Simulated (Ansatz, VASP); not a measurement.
# One calculation of F, two programs

```
F
1.0
     2.75000   -1.64000    0.00000
     2.75000    1.64000    0.00000
    -1.53472    0.00000    7.11639
F
4
Direct
  0.96800 0.60200 0.09970
  0.39800 0.03200 0.40030
  0.03200 0.39800 0.90030
  0.60200 0.96800 0.59970
```

Alike in both runs: task relaxation of cell and atoms; functional PBEsol; dispersion D3(BJ); k mesh 8 × 8 × 4; occupations gaussian, width 0.1 eV; no spin polarisation.

|  | VASP | Ansatz |
| --- | --- | --- |
| version | VASP 6.6.1 | Ansatz 0.2.0 |
| potentials or method | VASP PAW PBE potentials, release 64 (F) | scalar-relativistic, plane waves, PAW |
| plane-wave cutoff (eV) | 600 | 600 |
| valence electrons in the cell | 28 | 28 |

|  | VASP | Ansatz | Ansatz less VASP |
| --- | --- | --- | --- |
| gap on the k mesh at the Fermi level, each at its own relaxed structure (eV) | 2.64 | 2.99 | +0.348 |
| relaxed volume (Å³/atom) | 15.66 | 16.14 | +0.485 |
| relaxed cell length with the largest relative difference (Å) | 7.132 | 6.776 | -0.3561 |
| energy change over the relaxation (meV/atom) | -45 | -61 | -15.3 |

One of these differences is far larger than is usual between the two programs; its cause wasn't traced.

Caveats: the PAW data sets were made with another functional, which shifts forces and pressure a little (VASP). A hybrid or GW would open this gap; PBEsol tends to underestimate it. A k mesh can miss the band edges.
